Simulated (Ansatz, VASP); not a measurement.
# Two plane-wave programs on Ge

INCAR

```
PREC = Accurate
ENCUT = 520
EDIFF = 1E-6
ISMEAR = 0
SIGMA = 0.019000000000000003
LREAL = False
LASPH = True
NELM = 80
ALGO = Normal
ISIF = 2
LWAVE = False
LCHARG = True
GGA = PE
LELF = True
LVHAR = True
NBANDS = 21
```

Contents of KPOINTS:

```
Automatic mesh
0
Gamma
  8 8 8
```

POSCAR

```
Ge
1.0
    0.0000000000      2.8289100000      2.8289100000
    2.8289100000      0.0000000000      2.8289100000
    2.8289100000      2.8289100000      0.0000000000
Ge
2
Direct
    0.7500000000      0.7500000000      0.7500000000
    0.5000000000      0.5000000000      0.5000000000
```

The input input.yaml:

```yaml
crystal:
  lattice:
    - [0.0, 2.82891, 2.82891]
    - [2.82891, 0.0, 2.82891]
    - [2.82891, 2.82891, 0.0]
  atoms:
    - { symbol: Ge, position: [0.75, 0.75, 0.75] }
    - { symbol: Ge, position: [0.5, 0.5, 0.5] }
hamiltonian:
  xc: pbe
  pseudopotentials: { kind: paw }
kpoints:
  mp_grid: { grid: [8, 8, 8] }
scf:
  occupations: { method: gaussian, width: 0.019 }
output:
  forces: true
  stress: true
  eigenvalues: true
  write_density: true
  write_potential: true
  elf: true
  volumetric_format: npy
```

Alike in both runs: task single point; functional PBE; k mesh 8 × 8 × 8; occupations gaussian, width 0.019 eV; no spin polarisation.

```csv
,VASP,Ansatz
version,VASP 6.6.1,Ansatz 0.2.0
potentials or method,"VASP PAW PBE potentials, release 64 (Ge_d)",Ansatz PAW
plane-wave cutoff (eV),520,420
valence electrons in the cell,28,28
```

Ansatz gave:

* gap on the k mesh at the Fermi level (eV): 0.03
* least direct gap on the mesh (eV): 0.03
* pressure (GPa): 3.6

Question: Estimate VASP's values.

Answer: gap on the k mesh at the Fermi level (eV): 0.03; least direct gap on the mesh (eV): 0.03; pressure (GPa): 3.5.

A k mesh can miss the band edges. Expect the measured gap to be larger: semilocal functionals such as PBE lack the derivative discontinuity.
